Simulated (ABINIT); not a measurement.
## RbBr (Fm-3m): G0W0 with ABINIT, start to end

Wanted: ground state, empty states, screening and self-energy for RbBr (Fm-3m).

Program: ABINIT 10.8.3. Level of theory: PBE and many-body steps on it, plane waves. Results are calculated unless marked as measured.

The database entry behind the starting cell differs from later determinations by our own check (about 0.5 % short), so it need not match the best structure at ambient conditions.

## (1) Starting point

The structure is cubic, space group Fm-3m (No. 225). Conventional cell: a = 6.854 Å, b = 6.854 Å, c = 6.854 Å, α = 90.00°, β = 90.00°, γ = 90.00°. Rb has 6 Br at 3.43 Å nearest. Nearest to Br lie 6 Rb at 3.43 Å. Farther neighbours and most contacts between anions are not listed.

As a file:

```cif
data_structure
_symmetry_space_group_name_H-M 'Fm-3m'
_symmetry_Int_Tables_number 225
_cell_length_a 6.8540
_cell_length_b 6.8540
_cell_length_c 6.8540
_cell_angle_alpha 90.000
_cell_angle_beta 90.000
_cell_angle_gamma 90.000
_cell_volume 321.98
loop_
_atom_site_label
_atom_site_type_symbol
_atom_site_symmetry_multiplicity
_atom_site_Wyckoff_symbol
_atom_site_fract_x
_atom_site_fract_y
_atom_site_fract_z
_atom_site_occupancy
Rb1 Rb 4 a 0.00000 0.00000 0.00000 1
Br1 Br 4 b 0.50000 0.00000 0.00000 1
```

The cell and positions come from the Crystallography Open Database and are kept as given unless a step says otherwise.

## (2) Ground state

This step: ABINIT 10.8.3; DFT, PBE with spin-orbit coupling, plane waves, norm-conserving pseudopotentials.

The ground-state density comes first.

run.abi reads:

```
acell 3*1.0 Angstrom
rprim 
  0.000000000000 3.427000000000 3.427000000000
  3.427000000000 0.000000000000 3.427000000000
  3.427000000000 3.427000000000 -0.000000000000
ntypat 2
znucl 37 35
natom 2
typat 1 2
xred 
  0.000000000000 0.000000000000 0.000000000000
  0.500000000000 0.500000000000 0.500000000000
pp_dirpath "pseudos"
pseudos "Rb.upf, Br.upf"
ecut 19
nspinor 2
ngkpt 4 4 4
nshiftk 1
shiftk 0 0 0
kptopt 1
chksymbreak 0
nband 26
occopt 1
tolvrs 1e-10
nstep 60
prtwf 0
optforces 0
optstress 0
indata_prefix "in"
outdata_prefix "out"
tmpdata_prefix "tmp"
```

Started as:

```bash
OMP_NUM_THREADS=1 mpirun -n 4 abinit run.abi > log
```

Numbers of over 12 decimals in the logs are rounded to 6 here.

Log:

```text
.Version 10.8.3 of ABINIT. v10.8.2 released Aug 2026.

 Symmetries : space group Fm -3 m (#225); Bravais cF (face-center cubic)
================================================================================
 Values of the parameters that define the memory need of the present run
     intxc =       0    ionmov =       0      iscf =       7    lmnmax =      17
     lnmax =      17     mgfft =      36  mpssoang =       5    mqgrid =    3001
     natom =       2  nloc_mem =       1    nspden =       1   nspinor =       2
    nsppol =       1      nsym =      48    n1xccc =    2501    ntypat =       2
    occopt =       1   xclevel =       2
-    mband =          26        mffmem =           1         mkmem =           2
       mpw =        2180          nfft =       46656          nkpt =           8
================================================================================
  Rough estimation (10% accuracy) of disk space for files :
================================================================================

--------------------------------------------------------------------------------
------------- Echo of variables that govern the present computation ------------
--------------------------------------------------------------------------------
 -outvars: echo values of preprocessed input variables --------
            acell      1.8897261259E+00  1.8897261259E+00  1.8897261259E+00 Bohr

      chksymbreak           0
             ecut      1.90000000E+01 Hartree
-          fftalg         312

              ixc     -101130
              kpt      0.00000000E+00  0.00000000E+00  0.00000000E+00
                       2.50000000E-01  0.00000000E+00  0.00000000E+00
                       5.00000000E-01  0.00000000E+00  0.00000000E+00
                       2.50000000E-01  2.50000000E-01  0.00000000E+00
                       5.00000000E-01  2.50000000E-01  0.00000000E+00
                      -2.50000000E-01  2.50000000E-01  0.00000000E+00
                       5.00000000E-01  5.00000000E-01  0.00000000E+00
                      -2.50000000E-01  5.00000000E-01  2.50000000E-01
         kptrlatt        4    0    0      0    4    0      0    0    4
          kptrlen      3.66343053E+01
P           mkmem           2
            natom           2
            nband          26
            ngfft          36      36      36
             nkpt           8
          nspinor           2
            nstep          60
             nsym          48
           ntypat           2
              occ      1.000000  1.000000  1.000000  1.000000  1.000000  1.000000
                       1.000000  1.000000  1.000000  1.000000  1.000000  1.000000
                       1.000000  1.000000  1.000000  1.000000  0.000000  0.000000
                       0.000000  0.000000  0.000000  0.000000  0.000000  0.000000
                       0.000000  0.000000
        optforces           0
        optstress           0
            prtwf           0
            rprim      0.0000000000E+00  3.4270000000E+00  3.4270000000E+00
                       3.4270000000E+00  0.0000000000E+00  3.4270000000E+00
                       3.4270000000E+00  3.4270000000E+00 -0.0000000000E+00
          spgroup         225

           tolvrs      1.00000000E-10

             xred      0.0000000000E+00  0.0000000000E+00  0.0000000000E+00
                       5.0000000000E-01  5.0000000000E-01  5.0000000000E-01
            znucl       37.00000   35.00000

================================================================================

 chkinp: Checking input parameters for consistency.

================================================================================
== DATASET  1 ==================================================================
-   mpi_nproc: 4, omp_nthreads: 1 (-1 if OMP is not activated)

--- !DatasetInfo
iteration_state: {dtset: 1, }
dimensions: {natom: 2, nkpt: 8, mband: 26, nsppol: 1, nspinor: 2, nspden: 1, mpw: 2180, }
cutoff_energies: {ecut:  19.0, pawecutdg:  -1.0, }
electrons: {nelect:   1.60000000E+01, charge:   0.00000000E+00, occopt:   1.00000000E+00, tsmear:   1.00000000E-02, }

 Real(R)+Recip(G) space primitive vectors, cartesian coordinates (Bohr,Bohr^-1):
 R(1)=  0.0000000  6.4760914  6.4760914  G(1)= -0.0772071  0.0772071  0.0772071
 R(2)=  6.4760914  0.0000000  6.4760914  G(2)=  0.0772071 -0.0772071  0.0772071
 R(3)=  6.4760914  6.4760914  0.0000000  G(3)=  0.0772071  0.0772071 -0.0772071
 Unit cell volume ucvol=  5.4321144E+02 bohr^3
 Angles (23,13,12)=  6.00000000E+01  6.00000000E+01  6.00000000E+01 degrees

 getcut: wavevector=  0.0000  0.0000  0.0000  ngfft=  36  36  36
         ecut(hartree)=     19.000   => boxcut(ratio)=   2.00324

--- Pseudopotential description ------------------------------------------------
- Rb Generated using ONCVPSP code by D. R. Hamann
- 37.00000   9.00000  180418                  znucl, zion, pspdat
12 -101130 2 -1 2308                          pspcod,pspxc,lmax,lloc,mmax
     nproj     2     4     3     0
     spin-orbit psp
        nprojso     4     4     0
  pspatm : epsatm=   34.46105612
         --- l  ekb(1:nproj) -->
             0   -0.468792    8.247800
             1    3.240685   -0.368723    0.000725   -0.000025
             2   -1.026272    0.984798    0.000151
  spin-orbit 1    0.151406   -0.071648    0.010355   -0.000768
  spin-orbit 2   -0.035381    0.013137    0.002870   -0.000993
 pspatm: atomic psp has been read  and splines computed

- Br Generated using ONCVPSP code by D. R. Hamann
- 35.00000   7.00000  180423                  znucl, zion, pspdat
12 -101130 2 -1 1110                          pspcod,pspxc,lmax,lloc,mmax
     nproj     2     3     3     0
     spin-orbit psp
        nprojso     4     4     0
  pspatm : epsatm=   11.65225461
         --- l  ekb(1:nproj) -->
             0    0.878030    8.455347
             1    5.296960    0.884184    0.010490
             2    2.601663    0.386433    0.000588
  spin-orbit 1    0.408712   -0.253934    0.061012   -0.000372
  spin-orbit 2    0.108928   -0.011508    0.005488   -0.000068
 pspatm: atomic psp has been read  and splines computed

   7.37812972E+02                                ecore*ucvol(ha*bohr**3)
--------------------------------------------------------------------------------

_setup2: Arith. and geom. avg. npw (full set) are    2148.172    2148.129

================================================================================

--- !BeginCycle
iteration_state: {dtset: 1, }
solver: {iscf: 7, nstep: 60, nline: 4, wfoptalg: 0, }
tolerances: {tolvrs: 1.00E-10, }

     iter   Etot(hartree)      deltaE(h)  residm     vres2
 ETOT  1  -42.921794752694    -4.292E+01 2.700E-02 5.716E+01
 ETOT  2  -42.940726701471    -1.893E-02 1.058E-02 2.447E+00
 ETOT  3  -42.941119205187    -3.925E-04 2.769E-03 3.744E-01
 ETOT  4  -42.941137974276    -1.877E-05 8.841E-04 3.252E-02
 ETOT  5  -42.941139555718    -1.581E-06 1.278E-03 2.655E-04
 ETOT  6  -42.941139566398    -1.068E-08 4.363E-04 1.996E-06
 ETOT  7  -42.941139566480    -8.264E-11 4.505E-04 1.008E-07
 ETOT  8  -42.941139566490    -9.052E-12 1.442E-04 4.219E-09
 ETOT  9  -42.941139566490    -8.100E-13 1.313E-04 9.868E-11

 At SCF step    9       vres2   =  9.87E-11 < tolvrs=  1.00E-10 =>converged.

--- !ResultsGS
iteration_state: {dtset: 1, }
comment   : Summary of ground state results
lattice_vectors:
- [  0.0000000,   6.4760914,   6.4760914, ]
- [  6.4760914,   0.0000000,   6.4760914, ]
- [  6.4760914,   6.4760914,  -0.0000000, ]
lattice_lengths: [   9.15858,    9.15858,    9.15858, ]
lattice_angles: [ 60.000,  60.000,  60.000, ] # degrees, (23, 13, 12)
lattice_volume:   5.4321144E+02
convergence: {deltae: -8.100E-13, res2:  9.868E-11, residm:  1.313E-04, diffor:  0.000E+00, }
etotal    :  -4.29411396E+01
entropy   :   0.00000000E+00
fermie    :  -3.22770342E-02
cartesian_stress_tensor: null
pressure_GPa: null
xred      :
- [  0.0000E+00,   0.0000E+00,   0.0000E+00, Rb]
- [  5.0000E-01,   5.0000E-01,   5.0000E-01, Br]
cartesian_forces: null
force_length_stats: {min: null, max: null, mean: null, }

 Integrated electronic density in atomic spheres:
 ------------------------------------------------
 Atom  Sphere_radius  Integrated_density
    1        2.00000          6.03906754
    2        2.00000          4.25620614
================================================================================

 ----iterations are completed or convergence reached----

 Mean square residual over all n,k,spin=   15.061E-07; max=  13.132E-05
 reduced coordinates (array xred) for    2 atoms
       0.000000000000      0.000000000000      0.000000000000
       0.500000000000      0.500000000000      0.500000000000
 rms dE/dt=  0.0000E+00; max dE/dt=  0.0000E+00; dE/dt below (all hartree)
    1       0.000000000000      0.000000000000      0.000000000000
    2       0.000000000000      0.000000000000      0.000000000000

 cartesian coordinates (angstrom) at end:
    1      0.000000     0.000000     0.000000
    2      3.427000     3.427000     3.427000
 length scales=  1.889726125908  1.889726125908  1.889726125908 bohr
              =  1.000000000000  1.000000000000  1.000000000000 angstroms
 prteigrs : about to open file out_EIG
 Fermi (or HOMO) energy (hartree) =  -0.03228   Average Vxc (hartree)=  -0.27162
 Eigenvalues (hartree) for nkpt=   8  k points:
 kpt#   1, nband= 26, wtk=  0.01563, kpt=  0.0000  0.0000  0.0000 (reduced coord)
  -0.93537   -0.93537   -0.48576   -0.48576   -0.37211   -0.37211   -0.33988   -0.33988
  -0.33988   -0.33988   -0.05050   -0.05050   -0.03228   -0.03228   -0.03228   -0.03228
   0.12215    0.12215    0.22924    0.22924    0.22924    0.22924    0.22978    0.22978
   0.26211    0.26211
 prteigrs : prtvol=0 or 1, do not print more k-points.

--- !EnergyTerms
iteration_state     : {dtset: 1, }
comment             : Components of total free energy in Hartree
kinetic             :  1.16843083669758E+01
hartree             :  7.37897673939392E+00
xc                  : -1.22978562958077E+01
Ewald energy        : -2.83094525709479E+01
psp_core            :  1.35824268704818E+00
local_psp           : -2.38246754071542E+01
non_local_psp       :  1.06931691400159E+00
total_energy        : -4.29411395664903E+01
total_energy_eV     : -1.16848793458635E+03
band_energy         : -5.27019757251597E+00

== END DATASET(S) ==============================================================
================================================================================

 -outvars: echo values of variables after computation  --------
           etotal     -4.2941139566E+01
            nband          26
             nkpt           8
          spgroup         225
 [... the other variables as echoed above ...]

 Calculation completed.
```

Run time: 20 s. Hardware: 4 MPI ranks of Arm Neoverse N1, shared host; peak memory 0.29 GiB.

Numbers from this step:

* total energy: -1168.4879 eV
* gap: 4.202 eV
* k of the valence top: 0, 0, 0
* k of the conduction bottom: 0, 0, 0
* least direct gap: 4.202 eV

The gap is direct, at Γ.

## (3) Bands along the symmetry lines

The cheap functional maps the bands first; the places of the edges decide which points the dearer methods must see.

run.abi reads:

```
acell 3*1.0 Angstrom
rprim 
  0.000000000000 3.427000000000 3.427000000000
  3.427000000000 0.000000000000 3.427000000000
  3.427000000000 3.427000000000 -0.000000000000
ntypat 2
znucl 37 35
natom 2
typat 1 2
xred 
  0.000000000000 0.000000000000 0.000000000000
  0.500000000000 0.500000000000 0.500000000000
pp_dirpath "pseudos"
pseudos "Rb.upf, Br.upf"
ecut 19
nspinor 2
iscf -2
irdden 1
kptopt 0
nkpt 26
kpt 
  0.00000000 0.00000000 0.00000000
  0.12500000 0.00000000 0.12500000
  0.25000000 0.00000000 0.25000000
  0.37500000 0.00000000 0.37500000
  0.50000000 0.00000000 0.50000000
  0.53125000 0.06250000 0.53125000
  0.56250000 0.12500000 0.56250000
  0.59375000 0.18750000 0.59375000
  0.62500000 0.25000000 0.62500000
  0.37500000 0.37500000 0.75000000
  0.28125000 0.28125000 0.56250000
  0.18750000 0.18750000 0.37500000
  0.09375000 0.09375000 0.18750000
  0.00000000 0.00000000 0.00000000
  0.12500000 0.12500000 0.12500000
  0.25000000 0.25000000 0.25000000
  0.37500000 0.37500000 0.37500000
  0.50000000 0.50000000 0.50000000
  0.50000000 0.43750000 0.56250000
  0.50000000 0.37500000 0.62500000
  0.50000000 0.31250000 0.68750000
  0.50000000 0.25000000 0.75000000
  0.50000000 0.18750000 0.68750000
  0.50000000 0.12500000 0.62500000
  0.50000000 0.06250000 0.56250000
  0.50000000 0.00000000 0.50000000
istwfk *1
nband 32
nbdbuf 6
tolwfr 1e-08
nstep 40
prtwf 0
prtvol 0
indata_prefix "in"
outdata_prefix "out"
tmpdata_prefix "tmp"
```

Log:

```text
.Version 10.8.3 of ABINIT. v10.8.2 released Aug 2026.

 Symmetries : space group Fm -3 m (#225); Bravais cF (face-center cubic)
[... echo of the input left out ...]
== DATASET  1 ==================================================================
-   mpi_nproc: 4, omp_nthreads: 1 (-1 if OMP is not activated)

--- !DatasetInfo
iteration_state: {dtset: 1, }
dimensions: {natom: 2, nkpt: 26, mband: 32, nsppol: 1, nspinor: 2, nspden: 1, mpw: 2180, }
cutoff_energies: {ecut:  19.0, pawecutdg:  -1.0, }
electrons: {nelect:   1.60000000E+01, charge:   0.00000000E+00, occopt:   1.00000000E+00, tsmear:   1.00000000E-02, }

 Real(R)+Recip(G) space primitive vectors, cartesian coordinates (Bohr,Bohr^-1):
 R(1)=  0.0000000  6.4760914  6.4760914  G(1)= -0.0772071  0.0772071  0.0772071
 R(2)=  6.4760914  0.0000000  6.4760914  G(2)=  0.0772071 -0.0772071  0.0772071
 R(3)=  6.4760914  6.4760914  0.0000000  G(3)=  0.0772071  0.0772071 -0.0772071
 Unit cell volume ucvol=  5.4321144E+02 bohr^3
 Angles (23,13,12)=  6.00000000E+01  6.00000000E+01  6.00000000E+01 degrees

 getcut: wavevector=  0.0000  0.0000  0.0000  ngfft=  36  36  36
         ecut(hartree)=     19.000   => boxcut(ratio)=   2.00324

--- Pseudopotential description ------------------------------------------------
- Rb Generated using ONCVPSP code by D. R. Hamann
- 37.00000   9.00000  180418                  znucl, zion, pspdat
12 -101130 2 -1 2308                          pspcod,pspxc,lmax,lloc,mmax
     nproj     2     4     3     0
     spin-orbit psp
        nprojso     4     4     0
  pspatm : epsatm=   34.46105612
         --- l  ekb(1:nproj) -->
             0   -0.468792    8.247800
             1    3.240685   -0.368723    0.000725   -0.000025
             2   -1.026272    0.984798    0.000151
  spin-orbit 1    0.151406   -0.071648    0.010355   -0.000768
  spin-orbit 2   -0.035381    0.013137    0.002870   -0.000993
 pspatm: atomic psp has been read  and splines computed

- Br Generated using ONCVPSP code by D. R. Hamann
- 35.00000   7.00000  180423                  znucl, zion, pspdat
12 -101130 2 -1 1110                          pspcod,pspxc,lmax,lloc,mmax
     nproj     2     3     3     0
     spin-orbit psp
        nprojso     4     4     0
  pspatm : epsatm=   11.65225461
         --- l  ekb(1:nproj) -->
             0    0.878030    8.455347
             1    5.296960    0.884184    0.010490
             2    2.601663    0.386433    0.000588
  spin-orbit 1    0.408712   -0.253934    0.061012   -0.000372
  spin-orbit 2    0.108928   -0.011508    0.005488   -0.000068
 pspatm: atomic psp has been read  and splines computed

--------------------------------------------------------------------------------

================================================================================
 prteigrs : about to open file out_EIG
 Non-SCF case, kpt    1 (  0.00000  0.00000  0.00000), residuals and eigenvalues=
[...]
4.8737E-01  4.9113E-01
 Non-SCF case, kpt    3 (  0.25000  0.00000  0.25000), residuals and eigenvalues=
[...]
4.3697E-01  4.3935E-01
[...]
Non-SCF case, kpt   25 (  0.50000  0.06250  0.56250), residuals and eigenvalues=
[...]
4.1817E-01  4.2374E-01
 Non-SCF case, kpt   26 (  0.50000  0.00000  0.50000), residuals and eigenvalues=
[...]
2.2391E-01  2.2391E-01  2.9998E-01  2.9998E-01  3.0017E-01  3.0017E-01
  3.0875E-01  3.0875E-01  3.5944E-01  3.5944E-01  3.6026E-01  3.6026E-01
  4.1973E-01  4.2057E-01

--- !ResultsGS
iteration_state: {dtset: 1, }
comment   : Summary of ground state results
lattice_vectors:
- [  0.0000000,   6.4760914,   6.4760914, ]
- [  6.4760914,   0.0000000,   6.4760914, ]
- [  6.4760914,   6.4760914,  -0.0000000, ]
lattice_lengths: [   9.15858,    9.15858,    9.15858, ]
lattice_angles: [ 60.000,  60.000,  60.000, ] # degrees, (23, 13, 12)
lattice_volume:   5.4321144E+02
convergence: {deltae:  0.000E+00, res2:  0.000E+00, residm:  9.983E-09, diffor:  0.000E+00, }
etotal    :  -4.29411396E+01
entropy   :   0.00000000E+00
fermie    :  -3.22770342E-02
cartesian_stress_tensor: null
pressure_GPa: null
xred      :
- [  0.0000E+00,   0.0000E+00,   0.0000E+00, Rb]
- [  5.0000E-01,   5.0000E-01,   5.0000E-01, Br]
cartesian_forces: null
force_length_stats: {min: null, max: null, mean: null, }

 Integrated electronic density in atomic spheres:
 ------------------------------------------------
 Atom  Sphere_radius  Integrated_density
    1        2.00000          6.03906754
    2        2.00000          4.25620614
================================================================================

 ----iterations are completed or convergence reached----

 Mean square residual over all n,k,spin=   46.047E-10; max=  99.833E-10
 reduced coordinates (array xred) for    2 atoms
       0.000000000000      0.000000000000      0.000000000000
       0.500000000000      0.500000000000      0.500000000000

 cartesian coordinates (angstrom) at end:
    1      0.000000     0.000000     0.000000
    2      3.427000     3.427000     3.427000
 length scales=  1.889726125908  1.889726125908  1.889726125908 bohr
              =  1.000000000000  1.000000000000  1.000000000000 angstroms
 prteigrs : about to open file out_EIG
 Eigenvalues (hartree) for nkpt=  26  k points:
 kpt#   1, nband= 32, wtk=  1.00000, kpt=  0.0000  0.0000  0.0000 (reduced coord)
[...]
kpt#   2, nband= 32, wtk=  1.00000, kpt=  0.1250  0.0000  0.1250 (reduced coord)
[...]
kpt#   3, nband= 32, wtk=  1.00000, kpt=  0.2500  0.0000  0.2500 (reduced coord)
[...]
kpt#  25, nband= 32, wtk=  1.00000, kpt=  0.5000  0.0625  0.5625 (reduced coord)
[...]
kpt#  26, nband= 32, wtk=  1.00000, kpt=  0.5000  0.0000  0.5000 (reduced coord)
[...]
0.16804    0.16804    0.22391    0.22391    0.29998    0.29998    0.30017    0.30017
   0.30875    0.30875    0.35944    0.35944    0.36026    0.36026    0.41973    0.42057

== END DATASET(S) ==============================================================
================================================================================

 -outvars: echo values of variables after computation  --------
            nband          32
             nkpt          26
          spgroup         225
 [... the other variables as echoed above ...]

 Calculation completed.
```

Wall time 42 s (4 MPI ranks); peak memory 0.3 GiB.

Numbers from this step:

* gap: 4.202 eV
* k of the valence top: 0, 0, 0
* k of the conduction bottom: 0, 0, 0
* least direct gap: 4.202 eV

The gap is 4.202 eV, as in the run before at this level.

The electronic bands at the labelled points (eV, zero at the top of the highest filled band; v1 is the highest filled band, c1 the lowest empty one):

```
    point     v4     v3     v2     v1    c1    c2    c3    c4
        Γ   0.00   0.00   0.00   0.00  4.20  4.20  7.12  7.12
  halfway  -0.34  -0.34  -0.10  -0.10  5.56  5.56  6.08  6.08
        X  -0.37  -0.37  -0.16  -0.16  5.45  5.45  6.97  6.97
  halfway  -0.41  -0.41  -0.23  -0.23  5.65  5.65  7.24  7.24
        U  -0.49  -0.49  -0.33  -0.33  6.18  6.18  7.95  7.95
jump to K  -0.49  -0.49  -0.33  -0.33  6.18  6.18  7.95  7.95
  halfway  -0.45  -0.45  -0.21  -0.21  5.87  5.87  6.82  6.82
        Γ   0.00   0.00   0.00   0.00  4.20  4.20  7.12  7.12
  halfway  -0.38  -0.38  -0.19  -0.19  5.47  5.47  6.99  6.99
        L  -0.60  -0.60  -0.37  -0.37  6.65  6.65  7.56  7.56
  halfway  -0.55  -0.55  -0.36  -0.36  6.81  6.81  7.25  7.25
        W  -0.45  -0.45  -0.39  -0.39  6.91  6.91  6.94  6.94
  halfway  -0.43  -0.43  -0.27  -0.27  5.85  5.85  7.44  7.44
        X  -0.37  -0.37  -0.16  -0.16  5.45  5.45  6.97  6.97
```

(Continued in part 2 of 2.)

[Paths, hosts, dates, memory and timing lines, banners, echoed tables and standing remarks are left out of the program output.]

[Logs are printed without paths, hosts, clocks, repeated set-up lines and the standing remarks that a program may print on its own settings, such as how far it seeks lower states.]

[Runs of the session that timed out or met a known fault of the program may be left out.]

[Hosts, paths, dates, database ids (printed as entryN), source tags and the programs' standing remarks are cut or masked in the printed files.]

[G0W0 gaps are taken among the corrected bands and points alone; a level outside them can change the order at an edge.]

[Where Ansatz stands beside ABINIT at settings called matched, ABINIT's density can come from a denser mesh and the files from another edition; pairs whose starting gaps differed by over 0.03 eV were left out, so agreement reads better than it is.]
